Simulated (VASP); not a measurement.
Set up this calculation in VASP 6.6.1, as the native input.

```yaml
Task: single point
Functional: r2SCAN
Potentials_or_basis: VASP PAW PBE potentials, release 64 (S, W_sv)
Cutoff: 520 eV
k_mesh: 12 × 12 × 1
Occupations: gaussian, width 0.03 eV
Spin: no spin polarisation
Dipole_correction: yes
Further_INCAR_settings: ALGO = Normal; EDIFF = 1e-07; NBANDS = 20
```

WS2, a sheet with vacuum:

```
S W
1.0
     3.17000    0.00000    0.00000
    -1.58500    2.74530    0.00000
     0.00000    0.00000   17.14000
S W
2 1
Direct
  0.66667 0.33333 0.40840
  0.66667 0.33333 0.59160
  0.33333 0.66667 0.50000
```

The cell was built by a generator and needn't be a form met in nature.

One way to write it, as run:

POSCAR

```
WS2
1.0
    3.1700000000      0.0000000000      0.0000000000
   -1.5850000000      2.7453005300      0.0000000000
    0.0000000000      0.0000000000     17.1400000000
S W
2 1
Direct
    0.6666670000      0.3333330000      0.4084014002
    0.6666670000      0.3333330000      0.5915985998
    0.3333330000      0.6666670000      0.5000000000
```

INCAR.step1

```
SYSTEM = WS2
  PREC = Accurate
  ENCUT = 520
  ISMEAR = 0
  SIGMA = 0.03
  LREAL = .FALSE.
  LASPH = .TRUE.
  NELM = 100
  LDIPOL = .TRUE.
  IDIPOL = 3
  DIPOL = 0.5 0.5 0.500
  NBANDS = 20
  GGA = PE
  ALGO = Normal
  EDIFF = 1E-4
  LWAVE = .TRUE.
  LCHARG = .FALSE.
```

INCAR.step2

```
SYSTEM = WS2
  PREC = Accurate
  ENCUT = 520
  EDIFF = 1E-7
  ISMEAR = 0
  SIGMA = 0.03
  LREAL = .FALSE.
  LASPH = .TRUE.
  NELM = 100
  ALGO = Normal
  ISIF = 2
  LWAVE = .FALSE.
  LCHARG = .TRUE.
  LDIPOL = .TRUE.
  IDIPOL = 3
  DIPOL = 0.5 0.5 0.500
  METAGGA = R2SCAN
  LMIXTAU = .TRUE.
  LELF = .TRUE.
  LVHAR = .TRUE.
  LVACPOTAV = .TRUE.
  NBANDS = 20
  ISTART = 1
```

KPOINTS

```
regular mesh
0
G
  12 12 1
  0 0 0
```

Potentials or basis: VASP PAW PBE potentials, release 64 (S, W_sv).

Launch:

```console
$ cat potpaw_PBE.64/S/POTCAR potpaw_PBE.64/W_sv/POTCAR > POTCAR
$ cp INCAR.step1 INCAR
$ mpirun -np 1 vasp_std > vasp.out
$ cp INCAR.step2 INCAR
$ mpirun -np 1 vasp_std > vasp.out
```

Results of the run:

```json
{"Largest force": "0.125 eV/Å", "Band gap on the k mesh": "2.00 eV, direct", "Ionisation potential of the upper face": "5.88 eV"}
```

Caveat: the PAW data sets were made with another functional, which shifts forces and pressure a little; spin-orbit coupling is left out, which moves the levels of the heavy elements.

Run time: 4.7 min on 1 thread of Intel(R) Xeon(R) Platinum 8259CL CPU @ 2.50GHz (Skylake/Cascade Lake), with other jobs on the host, peak memory 0.31 GiB.
